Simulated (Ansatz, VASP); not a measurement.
**One calculation of LiF, two programs**

```
Li F
1.0
     0.00000    1.98678    1.98678
     1.98678    0.00000    1.98678
     1.98678    1.98678    0.00000
Li F
1 1
Cartesian
  0.0000 0.0000 0.0000
  1.9868 1.9868 1.9868
```

Change from the starting cell: volume scaled by 0.96.

Alike in both runs: task single point; functional LDA; k mesh 10 × 10 × 10; occupations fermi-dirac, width 0.03 eV; no spin polarisation.

```csv
,VASP,Ansatz
version,VASP 6.6.1,Ansatz 0.2.0
potentials or method,"VASP PAW LDA potentials, release 64 (Li_sv, F), cutoff 520 eV","all-electron LAPW, scalar-relativistic"
```

Ansatz gave:

* gap on the k mesh at the Fermi level (eV): 9.20

Which values does VASP return?

gap on the k mesh at the Fermi level (eV): 9.21.

Ansatz ran all-electron here, so the differences hold the error of VASP's frozen core and of both bases.

 A k mesh can miss the band edges.
